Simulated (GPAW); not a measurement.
Crystal: Co.

```xyz
2
Lattice="2.4720 0.0000 0.0000 -1.2360 2.1408 0.0000 0.0000 0.0000 4.0211" Properties=species:S:1:pos:R:3 pbc="T T T"
Co    1.2360    0.7136    3.0159
Co    0.0000    1.4272    1.0053
```

Base run:

| Property | Result |
| --- | --- |
| Program | GPAW 26.7.0 |
| Functional | PBEsol |
| Potentials or basis | PAW data sets generated in the run's folder for this functional |
| Cutoff | 600 eV |
| Basis | pw |
| k mesh | 10 × 10 × 6 |
| Occupations | fermi-dirac, width 0.05 eV |
| Spin | collinear spin, ferromagnetic start |
| Starting moments | [2.0, 2.0] μB |
| Hubbard terms | Co d U = 4 eV |

Its results: pressure 10.1 GPa; net moment 3.98 μB per cell; site moments Co +2.13 μB.

**Question.** The run is repeated on the same cell with these changes: hubbard terms from Co d U = 4 eV to Co d U = 1 eV. What comes out?

**Answer.** Pressure -3.6 GPa; net moment 3.38 μB per cell; site moments Co +1.79 μB.

Caveats: the U is typed as a test and isn't derived for this compound.
